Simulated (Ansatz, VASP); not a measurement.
# AlIn in two plane-wave programs

One calculation is typed for both programs; each brings its own data sets. How far apart do they land? The cell is generated by rule, not measured, and may not be a known phase. The cell is taken from a series of runs on this material, whose earlier steps may have relaxed, scaled, displaced or heated it; both programs get it as it stands.

Main program and level: Ansatz 0.2.0; plane waves, with VASP 6.6.1 beside it; single point at PBEsol.

The structure was built from a prototype and need not be the compound's stable phase.

### Step 1. Set-up

It takes space group P4/nmm (No. 129, tetragonal). The conventional cell has a = 4.033 Å, b = 4.033 Å, c = 5.704 Å, α = 90.00°, β = 90.00°, γ = 90.00°. Nearest to Al lie 6 In at 2.77 to 3.06 Å. Nearest to In lie 6 Al at 2.77 to 3.06 Å. Farther neighbours are not listed.

As a file:

```cif
data_structure
_symmetry_space_group_name_H-M 'P4/nmm:1'
_symmetry_Int_Tables_number 129
_cell_length_a 4.0331
_cell_length_b 4.0331
_cell_length_c 5.7036
_cell_angle_alpha 90.000
_cell_angle_beta 90.000
_cell_angle_gamma 90.000
_cell_volume 92.77
loop_
_atom_site_label
_atom_site_type_symbol
_atom_site_symmetry_multiplicity
_atom_site_Wyckoff_symbol
_atom_site_fract_x
_atom_site_fract_y
_atom_site_fract_z
_atom_site_occupancy
Al1 Al 2 c 0.00000 0.50000 0.85520 1
In1 In 2 c 0.00000 0.50000 0.34004 1
```

### Step 2. VASP: single point, PBEsol, pair 1

With cell and atoms fixed, the geometry can't cause a difference; cores, projectors, grids and the points listed under the comparison can.

Lines of VASP's logs that name or quote its potential files are left out, and so is its time.

Contents of INCAR:

```
SYSTEM = AlIn
PREC = Accurate
ENCUT = 500
EDIFF = 1E-06
NELM = 120
ISMEAR = 1
SIGMA = 0.2
LREAL = .FALSE.
ALGO = Normal
GGA = PS
NBANDS = 22
LORBIT = 11
LWAVE = .FALSE.
LCHARG = .FALSE.
ISIF = 2
LASPH = .TRUE.
GGA_COMPAT = .FALSE.
KPAR = 2
```

Contents of POSCAR:

```
AlIn
1.0
    0.0000000000     -2.8518048579     -2.8518048579
    0.0000000000      2.8518048579     -2.8518048579
    5.7036097157      0.0000000000      0.0000000000
Al In
2 2
Direct
    0.5000000000      0.5000000000      0.1051965387
    0.0000000000      0.0000000000      0.3948034613
    0.5000000000      0.5000000000      0.5900436214
    0.0000000000      0.0000000000      0.9099563786
```

Contents of KPOINTS:

```
Automatic mesh
0
Gamma
10 10 8
0 0 0
```

PAW data sets: Al and In_d (PBE family, release 64).

On the command line:

```sh
$ mpirun -np 2 vasp_std
```

Numbers of over 12 decimals in the logs are rounded to 6 here.

The log of the run:

```text
[banner, memory and clock lines left out]
running    2 mpi-ranks, on    1 nodes
 distrk:  each k-point on    1 cores,    2 groups
 distr:  one band on    1 cores,    1 groups

 POSCAR found type information on POSCAR AlIn
 POSCAR found :  2 types and       4 ions
|                                                                             |
|               ----> ADVICE to this user running VASP <----                  |
|                                                                             |
|     You enforced a specific xc type in the INCAR file but a different       |
|     [... a line on the potential file left out ...]
|     I HOPE YOU KNOW WHAT YOU ARE DOING!                                     |
|                                                                             |

 LDA part: xc-table for (Slater+PW92), standard interpolation
 POSCAR, INCAR and KPOINTS ok, starting setup
 FFT: planning ... GRIDC
 FFT: planning ... GRID_SOFT
 FFT: planning ... GRID
 WAVECAR not read
 entering main loop
       N       E                     dE             d eps       ncg     rms          rms(c)
DAV:   1     0.223641715360E+03    0.22364E+03   -0.13458E+04  4620   0.160E+03
DAV:   2     0.272285263442E+01   -0.22092E+03   -0.21469E+03  4692   0.369E+02
DAV:   3    -0.128928696336E+02   -0.15616E+02   -0.15255E+02  5662   0.113E+02
DAV:   4    -0.133598428468E+02   -0.46697E+00   -0.46625E+00  5508   0.212E+01
DAV:   5    -0.133900982677E+02   -0.30255E-01   -0.30253E-01  7164   0.459E+00    0.463E+00
DAV:   6    -0.132506846173E+02    0.13941E+00   -0.25536E-01  6280   0.805E+00    0.236E+00
DAV:   7    -0.132188602127E+02    0.31824E-01   -0.75663E-02  6288   0.356E+00    0.510E-01
DAV:   8    -0.132160757448E+02    0.27845E-02   -0.53483E-03  6480   0.907E-01    0.292E-01
DAV:   9    -0.132154033770E+02    0.67237E-03   -0.76649E-04  6240   0.206E-01    0.649E-02
DAV:  10    -0.132154046928E+02   -0.13158E-05   -0.57565E-05  6728   0.900E-02    0.294E-02
DAV:  11    -0.132154048545E+02   -0.16164E-06   -0.26588E-06  4300   0.172E-02
   1 F= -.13215405E+02 E0= -.13214791E+02  d E =-.184294E-02
```

OUTCAR, selected parts (step 2):

```text
ion  position               nearest neighbor table
   1  0.500  0.500  0.105-   3 2.77   3 2.94   4 3.06   4 3.06   4 3.06   4 3.06   2 3.30   2 3.30
                             2 3.30   2 3.30
   2  0.000  0.000  0.395-   4 2.77   4 2.94   3 3.06   3 3.06   3 3.06   3 3.06   1 3.30   1 3.30
                             1 3.30   1 3.30
   3  0.500  0.500  0.590-   1 2.77   1 2.94   2 3.06   2 3.06   2 3.06   2 3.06   4 3.39   4 3.39
                             4 3.39   4 3.39
   4  0.000  0.000  0.910-   2 2.77   2 2.94   1 3.06   1 3.06   1 3.06   1 3.06   3 3.39   3 3.39
                             3 3.39   3 3.39

  LATTYP: Found a simple tetragonal cell.
 ALAT       =     4.0330611073
 C/A-ratio  =     1.4142135623

 Subroutine GETGRP returns: Found 16 space group operations
 (whereof  8 operations were pure point group operations)

The static configuration has the point symmetry C_4v.
 The point group associated with its full space group is D_4h.

 Found    105 irreducible k-points:

   k-points           NKPTS =    105   k-points in BZ     NKDIM =    105   number of bands    NBANDS=     22

   dimension x,y,z NGX =    30 NGY =   30 NGZ =   42
   dimension x,y,z NGXF=    60 NGYF=   60 NGZF=   84

   ENCUT  =  500.0 eV  36.75 Ry    6.06 a.u.   7.35  7.35 10.40*2*pi/ulx,y,z

   NELECT =      32.0000    total number of electrons

 k-points in reciprocal lattice and weights: Automatic mesh
   0.00000000  0.00000000  0.00000000       0.001
   0.10000000  0.00000000  0.00000000       0.005
   0.20000000  0.00000000  0.00000000       0.005
   0.30000000  0.00000000  0.00000000       0.005
   0.40000000  0.00000000  0.00000000       0.005
   0.50000000  0.00000000  0.00000000       0.003
   0.10000000  0.10000000  0.00000000       0.005
   0.20000000  0.10000000  0.00000000       0.010
   0.30000000  0.10000000  0.00000000       0.010
[...]
0.50000000  0.40000000  0.50000000       0.005
   0.50000000  0.50000000  0.50000000       0.001

 average (electrostatic) potential at core
       1 -73.9071       2 -73.9071       3 -94.2867       4 -94.2867

 E-fermi :   6.7088

 k-point     1 :       0.0000    0.0000    0.0000
  band No.  band energies     occupation
    ...
     12       1.5576      2.00000
     13       2.1609      2.00000
     14       5.7794      2.00000
     15       5.9533      2.00000
     16       5.9533      2.00000
     17       9.5830     -0.00000
     18       9.6204     -0.00000
     19      10.1557     -0.00000
     20      10.1557     -0.00000
     21      10.3793     -0.00000
    ...

 k-point     2 :       0.1000    0.0000    0.0000
  band No.  band energies     occupation
    ...
     11      -2.8988      2.00000
     12       1.6411      2.00000
     13       2.2568      2.00000
     14       4.4748      2.00000
     15       6.0582      2.00004
     16       6.9650     -0.07002
     17       8.9044     -0.00000
     18       9.0160     -0.00000
     19      10.1173     -0.00000
     20      10.2465     -0.00000
    ...

 k-point     3 :       0.2000    0.0000    0.0000
  band No.  band energies     occupation
    ...
     11      -2.6131      2.00000
     12       1.8574      2.00000
     13       2.5421      2.00000
     14       3.1027      2.00000
     15       6.3702      2.03769
     16       7.4996     -0.00000
     17       7.6241     -0.00000
     18       7.8991     -0.00000
     19      10.5128     -0.00000
     20      11.5467      0.00000
    ...

  Total        0.4932635     -2.3628809     -2.3628809     -0.0000000      0.0000000      0.0000000
  in kB        8.5186380    -40.8068447    -40.8068447     -0.0000000      0.0000000      0.0000000
  external PRESSURE =     -24.3650171 kB  Pullay stress =       0.0000000 kB

  energy-cutoff  :      500.00
  volume of cell :       92.77
      direct lattice vectors                 reciprocal lattice vectors
     0.000000000 -2.851804858 -2.851804858     0.000000000 -0.175327564 -0.175327564
     0.000000000  2.851804858 -2.851804858     0.000000000  0.175327564 -0.175327564
     5.703609716  0.000000000  0.000000000     0.175327564  0.000000000  0.000000000

 POSITION                                       TOTAL-FORCE (eV/Angst)
 -----------------------------------------------------------------------------------
      0.60000      0.00000     -2.85180        -0.036746     -0.000000     -0.000000
      2.25180      0.00000      0.00000         0.036746      0.000000      0.000000
      3.36538      0.00000     -2.85180         0.233554      0.000000      0.000000
      5.19004      0.00000      0.00000        -0.233554     -0.000000     -0.000000
 -----------------------------------------------------------------------------------
    total drift:                                0.000000     -0.000000      0.000000

  FREE ENERGIE OF THE ION-ELECTRON SYSTEM (eV)
  ---------------------------------------------------
  free  energy   TOTEN  =       -13.2154048545 eV

  energy  without entropy=      -13.2135619116  energy(sigma->0) =      -13.21479054

 total charge
# of ion       s       p       d       tot
------------------------------------------
    1        0.476   0.264   0.000   0.739
    2        0.476   0.264   0.000   0.739
    3        0.954   0.611   9.854  11.419
    4        0.954   0.611   9.854  11.419
--------------------------------------------------
tot          2.860   1.749  19.708  24.316

[... 3 further parts left out ...]
```

The run ends at a pressure of -2.44 GPa, with forces up to 0.23 eV/Å.

### Step 3. Ansatz: single point, PBEsol, pair 1

Ansatz runs on its default PAW (the set named soft_2) files.

The same cell, functional, mesh and smearing now go to Ansatz, which takes its cutoff from its data sets.

Contents of input.yaml:

```yaml
crystal:
  lattice:
    - [0.0, -2.8518048579, -2.8518048579]
    - [0.0, 2.8518048579, -2.8518048579]
    - [5.7036097157, 0.0, 0.0]
  atoms:
    - { symbol: Al, position: [0.5, 0.5, 0.1051965387] }
    - { symbol: Al, position: [0.0, 0.0, 0.3948034613] }
    - { symbol: In, position: [0.5, 0.5, 0.5900436214] }
    - { symbol: In, position: [0.0, 0.0, -0.0900436214] }
kpoints:
  mp_grid: { grid: [10, 10, 8] }
hamiltonian:
  xc: pbesol
scf:
  occupations: { method: methfessel_paxton, width: 0.2 }
output:
  forces: true
  stress: true
  eigenvalues: true
```

On the command line:

```sh
$ ansatz run input.yaml --threads 4 --pin off --max-ram 7168MiB --backend cpu --events-out ev --progress --plain --runs-dir out
```

The log of the run:

```text
Engine: ansatz 0.2.0, x86_64-unknown-linux-gnu
Pseudopotentials: kind: paw
Pseudopotential: Al, paw, valence charge 3, recommended cutoff 420 eV (normal), Al.paw.azcp
Pseudopotential: In, paw, valence charge 13, recommended cutoff 420 eV (normal), In.paw.azcp
Functional definition: PBEsol
  exchange = pbesol_x
  correlation = pbesol_c
Crystal: 4 atoms, lattice volume = 92.773 Å³
Basis set: ecut = 420 eV, 1827 PW (Γ), exchange–correlation on 54×54×80 points (8 copies of the dense FFT grid, shifted against one another)
Bands: 20, of which v1, the nominal top of the filled ones, is band 16 counted from 1 (15 counted from 0)
Symmetry: 16 space group operations
Space group: P4/nmm (ITA 129), of the structure as read, at distance tolerance 4.5e-5 Å
k-points: 105 of 800
Non-local potential: Al, projectors of the file, l = 0: 2, l = 1: 2, l = 2: 1
Non-local potential: In, projectors of the file, l = 0: 2, l = 1: 2, l = 2: 2, l = 3: 2
PAW form: soft (Blöchl's): semilocal exchange-correlation on the pseudo side does not see the compensation charge
PAW frozen core: Al, regenerated for the run's functional, and the local potential with it (the file was generated under x = pbe(κ = 0.804, μ = 0.219515), c = pbe(β = 0.066725))
PAW frozen core: In, regenerated for the run's functional, and the local potential with it (the file was generated under x = pbe(κ = 0.804, μ = 0.219515), c = pbe(β = 0.066725))
PAW one-centre angular grid: Al, 110 points (default); XC on 64 Gauss nodes
PAW one-centre angular grid: In, 590 points (default); XC on 64 Gauss nodes
Initial density: superposition of atomic densities (neutral atoms: chi_scale 0, normalization atom), corrected by the library's trained network
Initial wavefunctions: pseudopotential atomic-orbital guess
Functional: x = pbesol(κ = 0.804, μ = 0.123457), c = pbesol(β = 0.046)
SCF iter   1: F=—  HF=-12098.978331 eV  |F-HF|=—  |Δ(HF+E_count)|=         —  Δρ=2.89e-3  dr2=1.28e-2  ethr=1.77e-3  ⟨swp⟩=7.2  Hψ=23643  notcnv=0
automatic band count: the SCF goes on with 24 bands, as 20 were too few: the levels above may hold too much charge
preconditioner: auto → Kerker (q_TF=auto, 2.285 Å⁻¹)  [metal: Δε(μ)=0.021 eV  Ē_g=14.271 eV  σ=0.200 eV  W_gap=0.09  n_scr=20 (ndim 8)  ℏωp=21.8 eV  f_vac=0.000  D(μ)=2.14/eV (n_scr^D=14)]
SCF iter   2: F=—  HF=-12098.972620 eV  |F-HF|=—  |Δ(HF+E_count)|=   5.71e-3  S|Δr|=    0.00e0  Δρ=1.85e-3  dr2=5.67e-3  ethr=4.00e-5  ⟨swp⟩=1.0  Hψ=3360  notcnv=0
SCF iter   3: F=—  HF=-12098.970963 eV  |F-HF|=—  |Δ(HF+E_count)|=   1.66e-3  S|Δr|=    0.00e0  Δρ=9.94e-4  dr2=6.37e-4  ethr=1.77e-5  ⟨swp⟩=2.0  Hψ=3954  notcnv=0
SCF iter   4: F=—  HF=-12098.970717 eV  |F-HF|=—  |Δ(HF+E_count)|=   2.46e-4  S|Δr|=    0.00e0  Δρ=1.27e-4  dr2=3.98e-5  ethr=1.99e-6  ⟨swp⟩=2.0  Hψ=3451  notcnv=0
SCF iter   5: F=—  HF=-12098.970708 eV  |F-HF|=—  |Δ(HF+E_count)|=   9.20e-6  S|Δr|=    0.00e0  Δρ=4.08e-5  dr2=3.72e-6  ethr=1.24e-7  ⟨swp⟩=2.0  Hψ=2631  notcnv=0
SCF iter   6: F=—  HF=-12098.970707 eV  |F-HF|=—  |Δ(HF+E_count)|=   5.29e-7  S|Δr|=    0.00e0  Δρ=2.15e-5  dr2=3.91e-7  ethr=1.16e-8  ⟨swp⟩=2.0  Hψ=2703  notcnv=0
SCF iter   7: F=-12098.970707 eV  HF=-12098.970707 eV  |F-HF|=1.11e-8  |Δ(HF+E_count)|=   1.17e-7  S|Δr|=    0.00e0  Δρ=3.62e-6  dr2=1.44e-8  ethr=3.13e-10  ⟨swp⟩=8.5  Hψ=11797  notcnv=0
SCF 1 converged in 7 iterations: F = -12098.970707 eV  dr2 = 1.44e-8
  greatest PAW one-centre occupation: 0.981 electrons in one spin orbital (limit 2), on the In atom at site 3 (counted from 0), in its partial waves of l = 2
SCF converged after 7 iterations
Stability not checked: this state was not tested for a lower state beside it, because cold or Methfessel-Paxton smearing, or corrected tetrahedra, fill the levels in a way that the test cannot read (fill_not_monotonic; see scf.lower_state_search)
Free energy (F): -12098.970707 eV
Harris-Foulkes:  -12098.970707 eV  (|F-HF|=1.11e-8)
Internal energy: -12098.968896 eV  (E = F + TS)
E sigma→0 (E₀):  -12098.970254 eV
Entropy (-TS):   -0.001812 eV (-0.453 meV/atom)
Fermi energy:    8.219623 eV
--- Per-component energies (eV) ---
  E_band       = -72.085621
  E_kinetic    = 525.062331
  E_local      = -2663.728104  (includes V_loc(G=0)·N_el)
  E_nonlocal   = 756.039692
  E_hartree    = 1086.457395
  E_xc         = -504.432351
  E_vxc        = -256.106367  (∫ρ·V_xc dr)
  E_paw        = -9073.101949  (= ΣΔE_a)
  E_vpaw       = -606.273901  (= ΣTr[D̂ρ^β])
  E_aug_tail   = 0.000045  (compensation charges beyond the density's cutoff)
  E_ewald      = -2225.776039
  E_core_change = 0.510083  (= ΣΔE_core)
  E_smearing   = -0.001812  (= −TS)
  E_closure    = 0.000000  (closes the sum)
  Σ components = -12098.970707   (vs F -12098.970707, Δ=0.00e0)
--- Forces (eV/Å), atoms counted from 1 ---
  atom   1  Al    -0.03774644    -0.00000000     0.00000000
  atom   2  Al     0.03774644     0.00000000     0.00000000
  atom   3  In     0.23458519     0.00000000     0.00000000
  atom   4  In    -0.23458519     0.00000000     0.00000000
  max |Σ_I F_I| component: 2.78e-17 eV/Å
--- Stress (GPa, compression-positive) ---
        0.871447      -0.000000       0.000000
       -0.000000      -4.061827       0.000000
        0.000000       0.000000      -4.061827
  P = ⅓ Tr σ = -2.4174 GPa (-24.174 kbar)
--- Band table (eV; the first three rows and the last of 105) ---
  k-point 0: bands = [... 12 lower, 3.6734, 7.2868, 7.4658, 7.4658, 11.0913, 11.1298, 11.6642, 11.6642, ... 4 higher]
  k-point 1: bands = [... 12 lower, 4.6839, 7.3509, 7.5471, 7.5471, 10.4227, 11.0974, 11.0974, 11.1416, ... 4 higher]
  k-point 2: bands = [... 12 lower, 6.0597, 7.5542, 7.7892, 7.7892, 9.5750, 10.2314, 10.2314, 11.2846, ... 4 higher]
  k-point 104: bands = [... 12 lower, 4.2141, 4.2141, 5.4721, 5.4721, 5.4996, 5.4996, 12.8439, 12.8439, ... 4 higher]
```

The column dr2 measures how far the density is from self-consistency, as an energy; F and HF (Harris–Foulkes) agree once it is small.

The run ends at a pressure of -2.42 GPa, with forces up to 0.23 eV/Å.

### Step 4. Comparison

Known differences besides the potentials themselves: the cutoff is 420 eV in Ansatz and 500 eV in VASP; Ansatz makes its cores anew for this functional, VASP keeps those of its PBE data sets. Total energies have different zeros and are not compared.

Compared:

```tsv
quantity	Ansatz	VASP	difference
pressure (GPa)	-2.42	-2.44	+0.02
```

Forces (eV/Å; atoms numbered as in POSCAR):

```tsv
atom	Ansatz x, y, z	VASP x, y, z
Al1	-0.038, 0.000, 0.000	-0.037, 0.000, 0.000
Al2	0.038, 0.000, 0.000	0.037, 0.000, 0.000
In3	0.235, 0.000, 0.000	0.234, 0.000, 0.000
In4	-0.235, 0.000, 0.000	-0.234, 0.000, 0.000
```

The forces differ by 0.6 meV/Å r.m.s., which is 0.6 % of the r.m.s. force of 0.097 eV/Å (both taken over all components).

### Step 5. VASP: single point, PBEsol, pair 2

A single point gives forces, pressure and levels at one fixed geometry, so differences don't come from the geometry; what else differs is listed under the comparison. This pair takes another cell of the material, with 8 atoms against 4 for the pair before.

Edit INCAR of step 2 so:

```diff
@@ -10,3 +10,3 @@
 GGA = PS
-NBANDS = 22
+NBANDS = 40
 LORBIT = 11
```

Contents of POSCAR:

```
AlIn
1.0
    0.0000000000      0.0000000000     -5.7036097157
    5.7036097157      0.0000000000      0.0000000000
    2.8518048579     -5.7036097157     -2.8518048579
Al In
4 4
Direct
    0.4826434566      0.9826434566      0.0000000000
    0.0173565434      0.5173565434      0.0000000000
    0.2326434566      0.2673565434      0.5000000000
    0.7673565434      0.7326434566      0.5000000000
    0.5149048958      0.4850951042      0.0000000000
    0.9850951042      0.0149048958      0.0000000000
    0.2649048958      0.7649048958      0.5000000000
    0.7350951042      0.2350951042      0.5000000000
```

Contents of KPOINTS:

```
Automatic mesh
0
Gamma
8 8 8
0 0 0
```

On the command line:

```sh
$ mpirun -np 2 vasp_std
```

The log of the run:

```text
[banner, memory and clock lines left out]
running    2 mpi-ranks, on    1 nodes
[...]
[... a notice as in an earlier step ...]

 LDA part: xc-table for (Slater+PW92), standard interpolation
 POSCAR, INCAR and KPOINTS ok, starting setup
[...]
entering main loop
       N       E                     dE             d eps       ncg     rms          rms(c)
DAV:   1     0.553064104831E+03    0.55306E+03   -0.27669E+04  4720   0.178E+03
DAV:   2     0.285084442279E+02   -0.52456E+03   -0.51225E+03  4784   0.453E+02
DAV:   3    -0.241776230997E+02   -0.52686E+02   -0.50849E+02  5640   0.166E+02
DAV:   4    -0.262413219476E+02   -0.20637E+01   -0.20449E+01  5616   0.348E+01
[...]
DAV:  10    -0.260338627638E+02   -0.31771E-05   -0.11221E-04  7032   0.809E-02    0.179E-02
DAV:  11    -0.260338656514E+02   -0.28876E-05   -0.46366E-06  4952   0.133E-02    0.111E-02
DAV:  12    -0.260338653783E+02    0.27308E-06   -0.35036E-07  3168   0.535E-03
   1 F= -.26033865E+02 E0= -.26034306E+02  d E =0.132223E-02
```

From OUTCAR (step 5):

```text
  Total       -0.3138709     -0.3305141     -0.3138709      0.0000000     -0.0000000      0.0000000
  in kB       -2.7102676     -2.8539818     -2.7102676      0.0000000     -0.0000000      0.0000000
  external PRESSURE =      -2.7581723 kB  Pullay stress =       0.0000000 kB

 POSITION                                       TOTAL-FORCE (eV/Angst)
 -----------------------------------------------------------------------------------
      5.60461      0.00000     -2.75281        -0.029157     -0.027575      0.029157
      2.95080      0.00000     -0.09899         0.029157     -0.027575     -0.029157
      2.95080     -2.85180     -2.75281         0.029157      0.027575      0.029157
      5.60461     -2.85180     -5.80260        -0.029157      0.027575     -0.029157
      2.76679      0.00000     -2.93682        -0.101721     -0.019257     -0.101721
      0.08501      0.00000     -5.61860         0.101721     -0.019257      0.101721
      5.78862     -2.85180     -2.93682         0.101721      0.019257     -0.101721
      2.76679     -2.85180     -5.61860        -0.101721      0.019257      0.101721
 -----------------------------------------------------------------------------------
    total drift:                                0.000000     -0.000000     -0.000000

  FREE ENERGIE OF THE ION-ELECTRON SYSTEM (eV)
  ---------------------------------------------------
  free  energy   TOTEN  =       -26.0338653783 eV

  energy  without entropy=      -26.0351876073  energy(sigma->0) =      -26.03430612

[... 3 further parts left out ...]
[key lines of the parts left out:]
E-fermi :   6.5099
```

The run ends at a pressure of -0.28 GPa, with forces up to 0.15 eV/Å.

(Continued in part 2 of 2.)

[Lines on the potential files, build, host, timing and source positions are cut from VASP's logs without a mark.]

[Logs are printed without paths, hosts, clocks, repeated set-up lines and the standing remarks that a program may print on its own settings, such as how far it seeks lower states.]

[Hosts, paths, dates, database ids (printed as entryN), source tags and the programs' standing remarks are cut or masked in the printed files.]
